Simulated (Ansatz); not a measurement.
# Computing U for Fe in FeO (Wuestite), part 2 of 2

Linear response gives U from how a shell's filling answers a small shift of its potential. The runs below do this for FeO (Wuestite).

functionals named at each step; plane waves, U on orthogonalised atomic orbitals unless named otherwise, collinear spin, no spin–orbit coupling.

So far, computed U (eV): step 4 (PBE, one cell) 6.32; step 5 (PBE, q-mesh 3×3×2) 5.43.

In doubt: warnings of the run leave room for a lower electronic state (step 7), so energies may not be the lowest and differences between runs may mislead.

### 6. PBE, shifted q-mesh 3×3×2

Level of this step: PBE with U on Fe d by linear response, ortho-atomic projectors (Ansatz).

A mesh of wavevectors stands for a supercell in which the shifted site is farther from its images; shifted off q = 0, it leaves out the wavevector at which all images move together.

input.yaml reads:

```yaml
crystal:
  lattice:
    - [1.518820902, 0.876891657, 2.519577285]
    - [-1.518820902, 0.876891657, 2.519577285]
    - [0.0, -3.507566628, 5.03915457]
  atoms:
    - { symbol: Fe, position: [0.0, 0.0, 0.0], spin: 3.8 }
    - { symbol: Fe, position: [0.0, 0.0, 0.5], spin: -3.8 }
    - { symbol: O, position: [0.5, 0.5, 0.25] }
    - { symbol: O, position: [0.5, 0.5, 0.75] }
magnetization:
  spin_polarized: true
kpoints:
  mp_grid: { grid: [12, 12, 4] }
hamiltonian:
  xc: pbe
  hubbard:
    sites: [{ species: Fe, l: d, u_eff: linear-response }]
    projectors: ortho-atomic
    lr: { qmesh: [3, 3, 2], qmesh_shift: [0.5, 0.5, 0.5] }
scf:
  occupations: { method: fermi_dirac, width: 0.05 }
output:
  eigenvalues: true
```

Launch:

```
> ansatz run input.yaml --threads 4 --pin off --max-ram 8192MiB --backend cpu --events-out ev --progress --plain --runs-dir out
```

Numbers of over 12 decimals in the logs are rounded to 6 here.

What it wrote:

```text
Engine: ansatz 0.2.0, aarch64-unknown-linux-gnu
Pseudopotentials: kind: paw
Pseudopotential: Fe, paw, valence charge 16, recommended cutoff 420 eV (normal), Fe.paw.azcp
Pseudopotential: O, paw, valence charge 6, recommended cutoff 420 eV (normal), O.paw.azcp
Functional definition: PBE
  parameter kappa = 0.804
  parameter beta = 0.066725
  exchange = pbe_x(kappa = kappa, mu = beta*pi^2/3)
  correlation = pbe_c(beta = beta)
davidson cushion auto → off  (block headroom 9 ≥ Hubbard manifold empty extent 4; pin scf.eigensolver.cushion to override)
[...]
SCF 2 converged in 107 iterations: F = -10091.442203 eV  dr2 = 1.62e-8
Symmetry: 2 space group operations
k-points: 292 of 576
[...]
Starting moments: Σ|m| = 7.6 μB on 2 of 4 sites; this step starts from the density that it was given
[...]
the translation (0, 0, 0.5) carries every atom to within crystal.symmetry.tolerance of an atom of its element with the starting moment reversed, but both spin channels are solved: the run starts from a saved state that isn't shown to keep it, or this solve from the single point that its walk made first
[...]
```

Wall time 9.8 min (4 threads of Arm Neoverse V2, shared host); peak memory 2.4 GiB.

The run was stopped unfinished when the time set aside for it ran out, so what it printed is not taken as a result.

### 7. PBE, one cell, self-consistent

The one-shot value comes from a state without U, which may be far from the corrected one. Cycling feeds each U back until it stands.

input.yaml, the sections that differ from step 6:

```yaml
kpoints:
  mp_grid: { grid: [7, 7, 4] }
hamiltonian:
  xc: pbe
  hubbard:
    sites: [{ species: Fe, l: d, u_eff: self-consistent }]
    projectors: ortho-atomic
    lr: { max_cycles: 12 }
# crystal, magnetization, scf, output: as in step 6
```

What it wrote:

```text
[...]
LR-U cycle 1: input U_eff = [0.000, 0.000] eV
Crystal: 4 atoms, lattice volume = 40.268 Å³
Basis set: ecut = 420 eV, 797 PW (Γ)
Bands: 31, of which v1, the nominal top of the filled ones, is band 22 counted from 1 (21 counted from 0)
Symmetry: 4 space group operations
[...]
k-points: 60 of 196
[...]
Starting moments: Σ|m| = 7.6 μB on 2 of 4 sites
[...]
k-point 1 ↑: bands = [... 18 lower, 10.9134, 11.4561, 12.1976, 12.2698, 16.0748, 17.7271, 17.8866, 18.3649, ... 5 higher]
  k-point 2 ↑: bands = [... 18 lower, 10.6710, 11.3998, 12.4298, 12.5129, 17.4735, 17.6175, 17.8620, 18.1756, ... 5 higher]
  k-point 98 ↓: bands = [... 18 lower, 10.1189, 11.3415, 11.8240, 12.0522, 17.3918, 18.2391, 18.6210, 19.4363, ... 5 higher]
Occupation matrices written to <dir>
[key lines of the parts left out:]
SCF converged after 2 iterations
Magnetization: 0.0000 μB (22.0000 up, 22.0000 down)
Free energy (F): -10090.910126 eV
Fermi energy:    13.791657 eV
```

Wall time 2.3 min (4 threads); peak memory 0.95 GiB; 8.7 min of CPU time.

U by cycle:

```
cycle  U put in (eV)  largest change (eV)
    1              0                  6.3
    2           6.32                 0.92
    3           7.24                 0.10
    4           7.35               0.0097
```

Bare and screened response, and U:

```csv
site,electrons,χ₀ (1/eV),χ (1/eV),U (eV)
Fe1,6.311,-0.7635,-0.1156,7.36
Fe2,6.311,-0.7635,-0.1156,7.36
```

For Fe1 the on-site elements alone give 1/χ₀ − 1/χ = 7.34 eV, the inverses of the full matrices 4.90 eV, and the program reports 7.36 eV, after an interpolation towards a dense mesh that it makes on unshifted meshes and on single cells of several shells. The state, moments and gap printed next belong to the closing SCF at this U.

Read from the output:

```
magnetization  : 0 μB
final state    : antiferromagnetic
largest moment : 3.495 μB
```

U on Fe is 7.36 eV here against 6.32 eV (+16 %) in the run that differs in self-consistency alone (PBE, one cell), at 1.9 times its CPU time. Both come from one cell, whose images are shifted too.

The run warns that the state on which the response was measured is in doubt.

### 8. PBE, q-mesh 3×3×2, with V

With the ligand p shell among the responding shells, the off-diagonal response gives the inter-site V too, and the on-site U can change with the larger space.

input.yaml, the sections that differ from step 7:

```yaml
kpoints:
  mp_grid: { grid: [9, 9, 4] }
hamiltonian:
  xc: pbe
  hubbard:
    sites:
      - { species: Fe, l: d, u_eff: linear-response }
      - { species: O, l: p, u_eff: 0.0 }
    v: [{ species: [Fe, O], l: [d, p], v: linear-response, r_cut: 2.943 }]
    projectors: ortho-atomic
    lr: { qmesh: [3, 3, 2] }
# crystal, magnetization, scf, output: as in step 7
```

What it wrote:

```text
Engine: ansatz 0.2.0, aarch64-unknown-linux-gnu
Pseudopotentials: kind: paw
Pseudopotential: Fe, paw, valence charge 16, recommended cutoff 420 eV (normal), Fe.paw.azcp
Pseudopotential: O, paw, valence charge 6, recommended cutoff 420 eV (normal), O.paw.azcp
Functional definition: PBE
  parameter kappa = 0.804
  parameter beta = 0.066725
  exchange = pbe_x(kappa = kappa, mu = beta*pi^2/3)
  correlation = pbe_c(beta = beta)
davidson cushion auto → off  (block headroom 9 ≥ Hubbard manifold empty extent 6; pin scf.eigensolver.cushion to override)
[...]
DFPT response loops at q = (0.333333, 0.333333, 0) (fractional): mixed as the last ones told, above
NSCF: frozen V_eff on 360 k-points
the translation (0, 0, 0.5) carries every atom to within crystal.symmetry.tolerance of an atom of its element with the starting moment reversed, but both spin channels are solved: the SCF whose density it solves on was not solved under it
DFPT response loops at q = (0.333333, 0.333333, -0.5) (fractional): mixed as the last ones told, above
```

The job ended after 8.1 min (4 threads; peak memory 1.6 GiB).

The run was stopped unfinished when the time set aside for it ran out, so what it printed is not taken as a result.

### 9. Comparison

3 further runs (PBE, q-mesh 3×3×2, with ligand U, PBE, q-mesh 3×3×2 and PBE, q-mesh 3×3×2, atomic projectors) did not converge, ran out of time or were refused, and are not shown.

```csv
run,k-mesh,state of the response,U(Fe) (eV),largest moment at that U (μB),CPU time
PBE,11×11×6,-,0,3.29,47 s
"PBE, one cell",7×7×4,chosen order,6.32,3.48,4.5 min
"PBE, q-mesh 3×3×2",9×9×4,chosen order,5.43,3.46,24 min
"PBE, one cell, self-consistent",7×7×4,chosen order,7.36,3.50,8.7 min
```

### 10. Results

| Property | Result |
| --- | --- |
| U(Fe), one-shot value on the finest mesh | 5.43 eV |
| U(Fe), self-consistent (one cell) | 7.36 eV |
| range of U(Fe) over these recipes | 5.43 to 7.36 eV |

Linear response puts U for Fe in FeO (Wuestite) at 5.4 eV (PBE, q-mesh 3×3×2), and the recipes tried spread from 5.4 to 7.4 eV. The cheapest one-shot value (PBE, one cell) is 6.32 eV and that on the finest mesh (PBE, q-mesh 3×3×2) 5.43 eV, +16 % apart, at 5.4 times the CPU time. Iterating U to self-consistency took 4 cycles and ends at 7.36 eV, against 6.32 eV in one shot on the same sampling. Every run warned that its reference state is in doubt. The magnetic states on which the responses were measured: chosen order; 3 starts finished among the 3 run to choose the order.

[Logs and program files are shortened in this print: banners, set-up blocks, solver, clock and traceback lines can be left out without a mark of their own.]

[Logs are printed without paths, hosts, clocks, repeated set-up lines and the standing remarks that a program may print on its own settings, such as how far it seeks lower states.]

[Hosts, paths, dates, database ids (printed as entryN), source tags and the programs' standing remarks are cut or masked in the printed files.]

[Where a cell is said to come from a database of computed structures, the database is the Materials Project.]
